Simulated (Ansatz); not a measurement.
Crystal: TiC.

```
Ti C
1.0
     3.04209    0.00000    0.00000
    -1.52104    2.63452    0.00000
     0.00000    0.00000    2.69797
Ti C
1 1
Cartesian
  0.0000 0.0000 1.3490
  0.0000 1.7564 0.0000
```

The cell was built by a generator and needn't be a form met in nature.

- Program: Ansatz 0.2.0
- Task: relaxation of cell and atoms
- Functional: HSE06
- Potentials or basis: Ansatz PAW
- Cutoff: 420 eV (not typed: the program's choice for these potentials)
- k mesh: 5 × 5 × 5
- Occupations: fermi-dirac, width 0.05 eV
- Spin: no spin polarisation

At the start: volume 10.81 Å³/atom.

Question: How do energy, volume and symmetry change on relaxing?

Answer: It ends after 6 steps and the volume is 10.64 Å³/atom (-1.6 %); space group P-6m2 (No. 187, to 0.05 Å).

Step by step:
| step | energy change (eV) | largest force (eV/Å) | volume (Å³) |
| --- | --- | --- | --- |
| 1 | 0.0000 | 0.0000 | 21.62 |
| 2 | -0.0072 | 0.0000 | 21.32 |
| 3 | -0.0099 | 0.0000 | 21.30 |
| 4 | -0.0099 | 0.0000 | 21.29 |
| 5 | -0.0099 | 0.0000 | 21.29 |
| 6 | -0.0099 | 0.0000 | 21.29 |

Final structure:
```yaml
crystal:
  lattice:
    - [3.07225, 0.00000, 0.00000]
    - [-1.53612, 2.66065, 0.00000]
    - [0.00000, 0.00000, 2.60402]
  atoms:
    - { symbol: Ti, position: [0.00000, 0.00000, 0.50000] }
    - { symbol: C, position: [0.33333, 0.66667, 0.00000] }
```

Caveat: the k mesh is coarse (spacing up to 0.48 Å⁻¹), so the values aren't converged, least of all with exact exchange; the plane-wave basis is chosen anew once the cell has moved, so the energies of steps on either side of that aren't comparable; the PAW data sets come from PBE, with cores solved anew for the run's functional, which leaves a small shift of forces and pressure.
